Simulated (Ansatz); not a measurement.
Runs of Ansatz 0.2.0 on Cu. Symmetry: Cmcm, No. 63, orthorhombic system. The conventional cell has a = 2.437 Å, b = 7.953 Å, c = 2.475 Å, α = 90.00°, β = 90.00°, γ = 90.00°. Cu (site symmetry m2m) has 10 Cu at 2.44 to 2.54 Å as nearest neighbours. This isn't the form of Cu at room conditions, which is fcc.

```csv
task,level,cell,smearing,points for each segment of the path,gap on the mesh (eV),pressure (GPa),relaxed volume (Å³/atom),largest force (eV/Å)
band structure,LDA,as given,fermi-dirac 0.05 eV,14,none,(a),-,0.04
band structure,PBE,as given,fermi-dirac 0.05 eV,14,none,6.6,-,0.05
relaxation of cell and atoms,LDA,relaxed,fermi-dirac 0.05 eV,-,none,0.0,11.41,-
band structure,PBEsol,as given,fermi-dirac 0.05 eV,14,none,(b),-,-
single point,PBE,as given,gaussian 0.011 eV,-,none,6.6,-,0.05
relaxation of cell and atoms,PBE,relaxed,fermi-dirac 0.05 eV,-,none,0.0,12.57,-
```

Alike in all rows: potentials or basis Ansatz PAW; no spin polarisation; k mesh 11 × 11 × 11; cutoff (eV) 420.

Problem. Estimate the missing entries.

Solution. (a) -7.6; (b) -1.5.

Caveats: the PAW data sets come from PBE, with cores solved anew for the run's functional, which leaves a small shift of forces and pressure (some runs); the plane-wave basis is chosen anew once the cell has moved, so the energies of steps on either side of that aren't comparable (some runs).

A gap of «none» marks a metal or a gap under the smearing width.
